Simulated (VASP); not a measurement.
# Ni in VASP: settings compared

One sheet, Ni, is run at these levels: LDA, PBE, PBEsol; tasks: relaxation of the atoms.

All numbers are computed with VASP 6.6.1; they aren't measurements. Logs are shortened: lines on timing, memory, paths and dates and some standing lists are left out, and cuts for length are marked.

### Step 1. Starting point

The cell holds a sheet with vacuum, 1 atom: a = 2.259 Å, b = 2.259 Å, c = 23.800 Å, α = 90.00°, β = 90.00°, γ = 90.00°.

The cell was built by a generator and needn't be a form met in nature.

### Step 2. Relaxation of the atoms, LDA, collinear spin, ferromagnetic start

Contents of INCAR:

```
ALGO     = Normal         # electronic algorithm
DIPOL    = 0.5 0.5 0.294
EDIFF    = 1E-7           # SCF threshold, eV
EDIFFG   = -0.01          # ionic threshold
ENCUT    = 520            # plane-wave cutoff, eV
GGA      = CA             # functional
IBRION   = 2              # ionic algorithm
IDIPOL   = 3            
ISIF     = 2              # what is computed and relaxed
ISMEAR   = -1             # smearing method
ISPIN    = 2              # spin polarisation
LASPH    = T              # aspherical terms in the spheres
LCHARG   = F              # write CHGCAR
LDIPOL   = T            
LMAXMIX  = 4              # l up to which the mixer works
LORBIT   = 11             # projections on sites
LREAL    = F              # projectors in reciprocal space
LWAVE    = F              # write WAVECAR
MAGMOM   = 1              # initial moments
NELM     = 150            # most SCF steps
NSW      = 60             # ionic steps
PREC     = Accurate       # precision mode
SIGMA    = 0.05           # smearing width, eV
```

Contents of KPOINTS:

```
k-points
0
Gamma
  9 9 1
```

Contents of POSCAR:

```
Ni
1.0
    2.2591100000      0.0000000000      0.0000000000
    0.0000000000      2.2591100000      0.0000000000
    0.0000000000      0.0000000000     23.8000000000
Ni
1
Selective dynamics
Direct
    0.5000000000      0.5000000000      0.2941200000  F F F
```

Potentials or basis: VASP PAW LDA potentials, release 64 (Ni).

The run is started by

```console
$ cat potpaw_LDA.64/Ni/POTCAR > POTCAR
$ mpirun -np 1 vasp_std > vasp.out
```

OUTCAR:

```text
EDIFF = 1E-7
   EDIFFG = -0.01
   ENCUT = 520
   GGA = CA
   IBRION = 2
   ISIF = 2
   ISMEAR = -1
   ISPIN = 2
   LASPH = T
   LORBIT = 11
   LREAL = F
   NELM = 150
   NSW = 60
   PREC = Accurate

 ion  position               nearest neighbor table
   1  0.500  0.500  0.294-

  LATTYP: Found a simple tetragonal cell.
 ALAT       =     2.2591100000
 C/A-ratio  =    10.5351222384

  Lattice vectors:

 A1 = (   2.2591100000,   0.0000000000,   0.0000000000)
 A2 = (   0.0000000000,   2.2591100000,   0.0000000000)
 A3 = (   0.0000000000,   0.0000000000,  23.8000000000)

Analysis of symmetry for initial positions (statically):
=====================================================================
 Subroutine PRICEL returns:
 Original cell was already a primitive cell.

 Routine SETGRP: Setting up the symmetry group for a
 simple tetragonal supercell.

 Subroutine GETGRP returns: Found 16 space group operations
 (whereof  8 operations were pure point group operations)
 out of a pool of 16 trial point group operations.

The static configuration has the point symmetry C_4v.
 The point group associated with its full space group is D_4h.

Analysis of symmetry for dynamics (positions and initial velocities):
=====================================================================
 Subroutine PRICEL returns:
 Original cell was already a primitive cell.

 Routine SETGRP: Setting up the symmetry group for a
 simple tetragonal supercell.

 Subroutine GETGRP returns: Found 16 space group operations
 (whereof  8 operations were pure point group operations)
 out of a pool of 16 trial point group operations.

The dynamic configuration has the point symmetry C_4v.
 The point group associated with its full space group is D_4h.

Analysis of constrained symmetry for selective dynamics:
=====================================================================
 Subroutine PRICEL returns:
 Original cell was already a primitive cell.

 Routine SETGRP: Setting up the symmetry group for a
 simple tetragonal supercell.

 Subroutine GETGRP returns: Found 16 space group operations
 (whereof  8 operations were pure point group operations)
 out of a pool of 16 trial point group operations.

The constrained configuration has the point symmetry C_4v.
 The point group associated with its full space group is D_4h.

Analysis of structural, dynamic, and magnetic symmetry:
=====================================================================
 Subroutine PRICEL returns:
 Original cell was already a primitive cell.

 Routine SETGRP: Setting up the symmetry group for a
 simple tetragonal supercell.

 Subroutine GETGRP returns: Found 16 space group operations
 (whereof  8 operations were pure point group operations)
 out of a pool of 16 trial point group operations.

The overall configuration has the point symmetry C_4v.
 The point group associated with its full space group is D_4h.

 Subroutine INISYM returns: Found 16 space group operations
 (whereof  8 operations are pure point group operations),
 and found     1 'primitive' translations

----------------------------------------------------------------------------------------

                                     Primitive cell

  volume of cell :     121.4652

  direct lattice vectors                    reciprocal lattice vectors
     2.259110000  0.000000000  0.000000000     0.442652195  0.000000000  0.000000000
     0.000000000  2.259110000  0.000000000     0.000000000  0.442652195  0.000000000
     0.000000000  0.000000000 23.800000000     0.000000000  0.000000000  0.042016807

  length of vectors
     2.259110000  2.259110000 23.800000000     0.442652195  0.442652195  0.042016807

  position of ions in fractional coordinates (direct lattice)
     0.500000000  0.500000000  0.294120000

  ion indices of the primitive-cell ions
   primitive index   ion index
                 1           1

----------------------------------------------------------------------------------------

 KPOINTS: k-points

Automatic generation of k-mesh.
 Grid dimensions read from file:
 generate k-points for:    9    9    1
[... 41 lines left out ...]
   ions per type =               1
   NGX,Y,Z   is equivalent  to a cutoff of  13.25, 13.25, 12.57 a.u.
   NGXF,Y,Z  is equivalent  to a cutoff of  26.49, 26.49, 25.15 a.u.
 SYSTEM =  unknown system
   PREC   = accura    normal or accurate (medium, high low for compatibility)
   ISTART =      0    job   : 0-new  1-cont  2-samecut
   ICHARG =      2    charge: 1-file 2-atom 10-const
   ISPIN  =      2    spin polarized calculation?
   LNONCOLLINEAR =      F non collinear calculations
   LSORBIT =      F    spin-orbit coupling
   LASPH  =      T    aspherical Exc in radial PAW
   ENCUT  =  520.0 eV  38.22 Ry    6.18 a.u.   4.20  4.20 44.25*2*pi/ulx,y,z
   NELM   =    150;   NELMIN=  2; NELMDL= -5     # of ELM steps
   EDIFF  = 0.1E-06   stopping-criterion for ELM
   LREAL  =      F    real-space projection
   EDIFFG = -.1E-01   stopping-criterion for IOM
   NSW    =     60    number of steps for IOM
   IBRION =      2    ionic relax: 0-MD 1-quasi-New 2-CG
   NFREE  =      1    steps in history (QN), initial steepest desc. (CG)
   ISIF   =      2    stress and relaxation
   ISYM   =      2    0-nonsym 1-usesym 2-fastsym
   POTIM  = 0.5000    time-step for ionic-motion
   TEBEG  =    0.0;   TEEND  =   0.0 temperature during run
   PSTRESS=    0.0 pullay stress
   NELECT =      10.0000    total number of electrons
   NUPDOWN=      -1.0000    fix difference up-down
   EMIN   =  10.00;   EMAX   =-10.00  energy-range for DOS
   EFERMI =   0.00;   METHOD = LEGACY
   ISMEAR =    -1;   SIGMA  =   0.05  broadening in eV -4-tet -1-fermi 0-gaus
   EFERMI_NEDOS =   21; number of points for ismear=-14 and -15
   IALGO  =     38    algorithm
   IMIX   =      4    mixing-type and parameters
     AMIX     =   0.40;   BMIX     =  1.00
     AMIX_MAG =   1.60;   BMIX_MAG =  1.00
  volume/ion in A,a.u.               =     121.47       819.69
  Fermi-wavevector in a.u.,A,eV,Ry     =   0.712182  1.345829  6.900916  0.507203
  Thomas-Fermi vector in A             =   1.799490
   LORBIT       =     11    0 simple, 1 ext, 2 COOP (PROOUT), +10 PAW based schemes
   GGA     = CA    functional components
   LHFCALC =     F    Hartree Fock is set to
   AEXX    =    0.0000 exact exchange contribution
   IVDW    =     0    specifies the selected vdW correction
   LEPSILON=     F    determine dielectric tensor
   LRPA    =     F    only Hartree local field effects (RPA)
 conjugate gradient relaxation of ions
 spin polarized calculation
  energy-cutoff  :      520.00
  volume of cell :      121.47
 maximum number of plane-waves:      3306
 NGX is ok and might be reduce to    18
   NGX =  9   NGY =  9   NGZ = 89

 number of electron      10.0000000 magnetization       1.0000000

 dipolmoment           0.000000      0.000000      0.000001 electrons x Angstroem

 number of electron       9.9999988 magnetization       0.8154825

 dipolmoment           0.000000      0.000000     -0.000002 electrons x Angstroem

 Free energy of the ion-electron system (eV)
  ---------------------------------------------------
  ext. energy  EPLUGINS =         0.00000000
  ---------------------------------------------------
  free energy    TOTEN  =        -4.70507481 eV

  energy without entropy =       -4.68411677  energy(sigma->0) =       -4.69459579

 E-fermi :  -4.2554     XC(G=0):  -2.0039

 val. band max:       -4.2807038530   @ k =   0.2222   0.1111   0.0000
 cond. band min:      -4.2476301260   @ k =   0.1111   0.1111   0.0000
 fundamental gap:      0.0330737270
 Fermi energy:        -4.2554031813

 spin component 1

 k-point     1 :       0.0000    0.0000    0.0000
  band No.  band energies     occupation
      1     -10.1185      1.00000
      2      -8.0670      1.00000
      3      -6.2205      1.00000
      4      -4.9699      1.00000
      5      -4.9699      1.00000
      6      -4.6604      0.99970
      7      -3.4467      0.00000
      8       0.9408      0.00000
      9       1.4677      0.00000
     10       1.4842      0.00000
[... 170 lines left out ...]
 k-point    15 :       0.4444    0.4444    0.0000
  band No.  band energies     occupation
      1      -8.3846      1.00000
      2      -6.4813      1.00000
      3      -6.4348      1.00000
      4      -4.8720      1.00000
      5      -4.0077      0.00701
      6       2.7205      0.00000
      7       4.4882      0.00000
      8       8.9359      0.00000
      9       9.7265      0.00000
     10      11.0696      0.00000
 Fermi energy:        -4.2554031813

 spin component 2

 k-point     1 :       0.0000    0.0000    0.0000
  band No.  band energies     occupation
      1      -9.9626      1.00000
      2      -7.4610      1.00000
      3      -5.7203      1.00000
      4      -4.0557      0.01811
      5      -4.0557      0.01811
      6      -3.7353      0.00003
      7      -3.4342      0.00000
      8       0.9516      0.00000
      9       1.4668      0.00000
     10       1.4906      0.00000
[... 170 lines left out ...]
 k-point    15 :       0.4444    0.4444    0.0000
  band No.  band energies     occupation
      1      -7.7300      1.00000
      2      -5.6755      1.00000
      3      -5.6217      1.00000
      4      -4.2143      0.30531
      5      -3.2693      0.00000
      6       2.8837      0.00000
      7       4.6406      0.00000
      8       8.9976      0.00000
      9       9.9509      0.00000
     10      11.1967      0.00000

------------------------ aborting loop because EDIFF is reached ----------------------------------------

 vacuum level on the upper side and lower side of the slab       (xc-potential included)        -0.154        -0.155

  FORCE on cell =-STRESS in cart. coord.  units (eV):
  Direction    XX          YY          ZZ          XY          YZ          ZX
  --------------------------------------------------------------------------------------
  -------------------------------------------------------------------------------------
  Total       -1.2350759     -1.2350759     -0.0005354      0.0000000      0.0000000      0.0000000
  in kB      -16.2911791    -16.2911791     -0.0070619      0.0000000      0.0000000      0.0000000
  external PRESSURE =     -10.8631401 kB  Pullay stress =       0.0000000 kB

 VOLUME and BASIS-vectors are now :
 -----------------------------------------------------------------------------
  energy-cutoff  :      520.00
  volume of cell :      121.47
      direct lattice vectors                 reciprocal lattice vectors
     2.259110000  0.000000000  0.000000000     0.442652195  0.000000000  0.000000000
     0.000000000  2.259110000  0.000000000     0.000000000  0.442652195  0.000000000
     0.000000000  0.000000000 23.800000000     0.000000000  0.000000000  0.042016807

 POSITION                                       TOTAL-FORCE (eV/Angst)
 -----------------------------------------------------------------------------------
      1.12956      1.12956      7.00006         0.000000     -0.000000     -0.000000
 -----------------------------------------------------------------------------------
    total drift:                                0.000000      0.000000     -0.000006

  FREE ENERGIE OF THE ION-ELECTRON SYSTEM (eV)
  ---------------------------------------------------
  free  energy   TOTEN  =        -4.7050748086 eV

  energy  without entropy=       -4.6841167728  energy(sigma->0) =       -4.69459579

 reached required accuracy - stopping structural energy minimisation

 vacuum level on the upper side and lower side of the slab         1.222         1.222

 total charge

# of ion       s       p       d       tot
------------------------------------------
    1        0.539   0.293   8.339   9.171

 magnetization (x)

# of ion       s       p       d       tot
------------------------------------------
    1        0.007  -0.005   0.824   0.825
```

Run time: 38 s. Hardware: 1 thread of Intel Xeon 6975P-C (Granite Rapids), shared host; peak memory 0.21 GiB.

What came out:

```yaml
Free_energy: -4.7051 eV
Band_gap_on_the_k_mesh: none (metal or under the smearing width)
Net_moment: 0.82 μB per cell
Site_moments: Ni +0.82 μB
Valence_electrons_inside_the_program's_atomic_spheres: Ni 9.17
```

Final structure:
```yaml
crystal:
  lattice:
    - [2.25911, 0.00000, 0.00000]
    - [0.00000, 2.25911, 0.00000]
    - [0.00000, 0.00000, 23.80000]
  atoms:
    - { symbol: Ni, position: [0.50000, 0.50000, 0.29412] }
```

Caveat: the relaxation stopped at its first step, so nothing moved.

### Step 3. Relaxation of the atoms, PBE, collinear spin, ferromagnetic start

Changes to INCAR since step 2:

```diff
@@ -5,3 +5,3 @@
 ENCUT    = 520            # plane-wave cutoff, eV
-GGA      = CA             # functional
+GGA      = PE             # functional
 IBRION   = 2              # ionic algorithm
```

KPOINTS is that of step 2.

POSCAR is that of step 2.

Potentials or basis: VASP PAW PBE potentials, release 64 (Ni).

The run is started by

```console
$ cat potpaw_PBE.64/Ni/POTCAR > POTCAR
$ mpirun -np 1 vasp_std > vasp.out
```

It took 50 s on 1 thread of Intel Xeon 6975P-C (Granite Rapids), shared host; peak memory 0.27 GiB.

It converged, with:

```
Free energy                                           : -3.9723 eV
Band gap on the k mesh                                : none (metal or under the smearing width)
Net moment                                            : 0.82 μB per cell
Site moments                                          : Ni +0.84 μB
Valence electrons inside the program's atomic spheres : Ni 9.16
```

Final structure:
```xyz
1
Lattice="2.2591 0.0000 0.0000 0.0000 2.2591 0.0000 0.0000 0.0000 23.8000" Properties=species:S:1:pos:R:3 pbc="T T T"
Ni    1.1296    1.1296    7.0001
```

Levels at points of the mesh, in eV from the Fermi level:
Spin up:
```csv
k point,band 4,band 5,band 6,band 7,band 8,band 9
"(0.00, 0.00, 0.00)",-0.90,-0.90,-0.55,0.76,4.84,5.29
```
Spin down:
```csv
k point,band 1,band 2,band 3,band 4,band 5,band 6,band 7,band 8,band 9
"(0.00, 0.00, 0.00)",-5.81,-3.25,-1.60,0.25,0.25,0.52,0.70,4.79,5.25
```

Caveat: the relaxation stopped at its first step, so nothing moved.

### Step 4. Relaxation of the atoms, PBEsol, collinear spin, ferromagnetic start

Changes to INCAR since step 3:

```diff
@@ -5,3 +5,3 @@
 ENCUT    = 520            # plane-wave cutoff, eV
-GGA      = PE             # functional
+GGA      = PS             # functional
 IBRION   = 2              # ionic algorithm
```

KPOINTS is that of step 3.

POSCAR is that of step 3.

The run is started by

```console
$ cat potpaw_PBE.64/Ni/POTCAR > POTCAR
$ mpirun -np 1 vasp_std > vasp.out
```

Run time: 84 s. Hardware: 1 thread of Intel Xeon 6975P-C (Granite Rapids), shared host; peak memory 0.28 GiB.

Results (log left out):

| Property | Result |
| --- | --- |
| Free energy | -4.3911 eV |
| Band gap on the k mesh | none (metal or under the smearing width) |
| Net moment | 0.82 μB per cell |
| Site moments | Ni +0.84 μB |
| Valence electrons inside the program's atomic spheres | Ni 9.16 |

Final structure:
```cif
data_structure
_symmetry_space_group_name_H-M 'P 1'
_symmetry_Int_Tables_number 1
_cell_length_a 2.2591
_cell_length_b 2.2591
_cell_length_c 23.8000
_cell_angle_alpha 90.000
_cell_angle_beta 90.000
_cell_angle_gamma 90.000
_cell_volume 121.47
loop_
_atom_site_label
_atom_site_type_symbol
_atom_site_fract_x
_atom_site_fract_y
_atom_site_fract_z
_atom_site_occupancy
Ni1 Ni 0.50000 0.50000 0.29412 1
```

Levels at points of the mesh, in eV from the Fermi level:
Spin up:
```tsv
k point	band 2	band 3	band 4	band 5	band 6	band 7	band 8	band 9	band 10
(0.00, 0.00, 0.00)	-3.86	-2.00	-0.86	-0.86	-0.52	0.78	5.02	5.44	5.53
```
Spin down:
| k point | band 2 | band 3 | band 4 | band 5 | band 6 | band 7 |
| --- | --- | --- | --- | --- | --- | --- |
| (0.00, 0.00, 0.00) | -3.24 | -1.54 | 0.23 | 0.23 | 0.53 | 0.72 |

Caveat: the relaxation stopped at its first step, so nothing moved; the PAW data sets were made with another functional, which shifts forces and pressure a little.

### Step 5. For comparison

An earlier run on the cell as given: functional PBE; potentials or basis VASP PAW PBE potentials, release 64 (Ni); cutoff 520 eV; k mesh 12 × 12 × 1; occupations fermi-dirac, width 0.05 eV; collinear spin, ferromagnetic start; starting moments [1.0] μB.

- Band gap on the k mesh: none (metal or under the smearing width)
- Net moment: 0.86 μB per cell
- Site moments: Ni +0.88 μB
- Valence electrons inside the program's atomic spheres: Ni 9.16

### Step 6. Summary

| task | level | potentials or basis | cell | k mesh | atoms held fixed (from 0) | gap on the mesh (eV) | moment (μB) |
| --- | --- | --- | --- | --- | --- | --- | --- |
| relaxation of the atoms | LDA | VASP PAW LDA potentials, release 64 (Ni) | atoms relaxed | 9 × 9 × 1 | [0] | none | 0.82 |
| relaxation of the atoms | PBE | VASP PAW PBE potentials, release 64 (Ni) | atoms relaxed | 9 × 9 × 1 | [0] | none | 0.82 |
| relaxation of the atoms | PBEsol | VASP PAW PBE potentials, release 64 (Ni) | atoms relaxed | 9 × 9 × 1 | [0] | none | 0.82 |
| single point | PBE | VASP PAW PBE potentials, release 64 (Ni) | as given | 12 × 12 × 1 | - | none | 0.86 |

Alike in all rows: spin collinear, ferromagnetic start; cutoff (eV) 520; smearing fermi-dirac 0.05 eV.

Caveats: the relaxation stopped at its first step, so nothing moved (some runs); the PAW data sets were made with another functional, which shifts forces and pressure a little (some runs).

Absolute energies hang on the potentials; compare differences alone.
